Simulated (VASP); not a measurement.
Crystal: Bi.

```
CELL_PARAMETERS angstrom
-1.98143 1.98143 1.98143
1.98143 -1.98143 1.98143
1.98143 1.98143 -1.98143
ATOMIC_POSITIONS crystal
Bi 0.00000 0.00000 0.00000
```

This isn't the form of Bi at room conditions, which is rhombohedral.

```yaml
Program: VASP 6.6.1
Task: relaxation of cell and atoms
Functional: PBEsol
Potentials_or_basis: VASP PAW PBE potentials, release 64 (Bi_d)
Cutoff: 600 eV
k_mesh: 9 × 9 × 9
Occupations: fermi-dirac, width 0.05 eV
Spin: no spin polarisation
```

At the start: pressure -2.0 GPa; volume 31.12 Å³/atom.

Task: Where does the relaxation end?

Result: Over 3 steps the energy falls by 6.9 meV/atom and the volume is 30.04 Å³/atom (-3.5 %); space group Im-3m (No. 229, to 0.05 Å).

Step by step:
| step | energy change (eV) | largest force (eV/Å) | pressure (GPa) | volume (Å³) |
| --- | --- | --- | --- | --- |
| 1 | 0.0000 | 0.0000 | -1.96 | 31.12 |
| 2 | -0.0045 | 0.0000 | 1.26 | 29.43 |
| 3 | -0.0069 | 0.0000 | 0.02 | 30.04 |

Final structure:
```cif
data_structure
_symmetry_space_group_name_H-M 'P 1'
_symmetry_Int_Tables_number 1
_cell_length_a 3.3918
_cell_length_b 3.3918
_cell_length_c 3.3918
_cell_angle_alpha 109.471
_cell_angle_beta 109.471
_cell_angle_gamma 109.471
_cell_volume 30.04
loop_
_atom_site_label
_atom_site_type_symbol
_atom_site_fract_x
_atom_site_fract_y
_atom_site_fract_z
_atom_site_occupancy
Bi1 Bi 0.00000 0.00000 0.00000 1
```

Caveat: the PAW data sets were made with another functional, which shifts forces and pressure a little.
